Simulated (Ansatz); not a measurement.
# KCl: the cost of one run

Program: Ansatz 0.2.0. Level of theory: DFT PBE, plane waves, PAW, scalar-relativistic, no spin polarisation. These are calculated values, not measurements.

**1. The system as given**

The cell holds 8 atoms (Cl4K4): a = 6.148 Å, b = 7.411 Å, c = 6.810 Å, α = 87.25°, β = 100.69°, γ = 101.04°.

As a file:

```xyz
8
Lattice="6.1033 -0.4709 -0.5758 -0.8152 7.3492 0.4970 -0.6488 -0.2005 6.7756" Properties=species:S:1:pos:R:3 pbc="T T T"
K     2.6970    4.7914    3.1355
K     3.9730    1.2442    4.2382
K     0.6010    0.0354    2.5499
K    -0.5547    5.2646    6.4128
Cl    5.0195    2.2852    0.5957
Cl    0.9986    1.1310    5.5800
Cl    2.5582    3.5175    6.1129
Cl    1.5020    2.7066    0.9811
```

**2. Molecular dynamics**

input.yaml

```yaml
crystal:
  lattice:
    - [6.103333, -0.470887, -0.575799]
    - [-0.815165, 7.349227, 0.496951]
    - [-0.648827, -0.200543, 6.775557]
  atoms:
    - { symbol: K, position: [0.584661, 0.701994, 0.460971] }
    - { symbol: K, position: [0.753944, 0.235946, 0.672279] }
    - { symbol: K, position: [0.142851, 0.024521, 0.386678] }
    - { symbol: K, position: [0.104701, 0.747633, 0.900529] }
    - { symbol: Cl, position: [0.886485, 0.371449, 0.136014] }
    - { symbol: Cl, position: [0.278139, 0.194444, 0.832924] }
    - { symbol: Cl, position: [0.588449, 0.541227, 0.912511] }
    - { symbol: Cl, position: [0.313656, 0.392274, 0.142677] }
kpoints:
  mp_grid: { grid: [3, 2, 2] }
magnetization:
  spin_polarized: false
scf:
  occupations: { method: fermi_dirac, width: 0.05 }
hamiltonian:
  pseudopotentials: { kind: paw }
  xc: pbe
basis:
  ecutwfc: 420
md:
  timestep: 2.0
  n_steps: 20
  ensemble: nvt_nose_hoover
  temperature: 300.0
  initial_velocities: maxwell_boltzmann
  seed: 943592
```

Started as:

```bash
$ ansatz run input.yaml --threads 2 --pin off --max-ram 2560MiB --backend cpu --events-out ev --progress --plain --runs-dir out
```

**Question.** How long does this run take on 2 threads of an Arm CPU, shared host, and how much memory does it need?

About 1.9 min, with a peak of 0.55 GiB.
